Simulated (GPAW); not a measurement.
Crystal: AlPt.

```
Pt Al
1.0
     3.09155    0.00000    0.00000
     0.00000    3.09155    0.00000
     0.00000    0.00000    3.09155
Pt Al
1 1
Direct
  0.50000 0.50000 0.50000
  0.00000 0.00000 0.00000
```

Measurements of this composition are mostly on another form, of space group No. 198.

```yaml
Program: GPAW 26.7.0
Task: single point
Functional: PBEsol
Potentials_or_basis: PAW data sets generated in the run's folder for this functional
Cutoff: 600 eV
Basis: pw
k_mesh: 9 × 9 × 9
Occupations: fermi-dirac, width 0.05 eV
Spin: no spin polarisation
```

On this cell: pressure -5.2 GPa; largest force zero by symmetry; band gap on the k mesh none (metal or under the smearing width).

The same run follows on a disturbed copy (atoms moved at random, drawn with an rms of 0.05 Å):

```xyz
2
Lattice="3.0915 0.0000 0.0000 0.0000 3.0915 0.0000 0.0000 0.0000 3.0915" Properties=species:S:1:pos:R:3 pbc="T T T"
Pt    1.5652    1.6067    1.5169
Al   -0.0030   -0.0163    0.0119
```

Question: What does the disturbed cell give?

Answer: The energy (extrapolated to zero smearing) moves by +7.5 meV/atom; pressure -4.7 GPa; largest force 0.339 eV/Å; band gap on the k mesh none (metal or under the smearing width).

Forces on the atoms (eV/Å):
```
Pt  -0.086 -0.289  0.156
Al   0.086  0.289 -0.156
```

Stress tensor (GPa, compression positive):
```
-4.61  0.22 -0.12
 0.22 -4.83 -0.40
-0.12 -0.40 -4.66
```
